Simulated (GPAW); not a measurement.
Crystal: MoP.

```xyz
2
Lattice="3.2230 0.0000 0.0000 -1.6115 2.7912 0.0000 0.0000 0.0000 3.1910" Properties=species:S:1:pos:R:3 pbc="T T T"
Mo    0.0000    0.0000    0.0000
P     0.0000    1.8608    1.5955
```

| Property | Result |
| --- | --- |
| Program | GPAW 26.7.0 |
| Task | relaxation of cell and atoms |
| Functional | PBEsol |
| Potentials or basis | PAW data sets generated in the run's folder for this functional |
| Cutoff | 600 eV |
| Basis | pw |
| k mesh | 10 × 10 × 8 |
| Occupations | fermi-dirac, width 0.05 eV |
| Spin | no spin polarisation |

At the start: pressure -3.5 GPa; volume 14.35 Å³/atom.

Problem. How do energy, volume and symmetry change on relaxing?

Solution. Over 3 steps the energy falls by 2.3 meV/atom and the volume is 14.14 Å³/atom (-1.5 %); space group P-6m2 (No. 187, to 0.05 Å).

Step by step:
```tsv
step	energy change (eV)	largest force (eV/Å)	pressure (GPa)	volume (Å³)
1	0.0000	0.0000	-3.46	28.71
2	-0.0032	0.0000	-1.91	28.52
3	-0.0045	0.0000	0.02	28.29
```

Final structure:
```
Mo P
1.0
     3.20891    0.00000    0.00000
    -1.60446    2.77900    0.00000
     0.00000    0.00000    3.17214
Mo P
1 1
Direct
  0.00000 0.00000 0.00000
  0.33333 0.66667 0.50000
```

Caveat: later steps reuse the first step's grids.
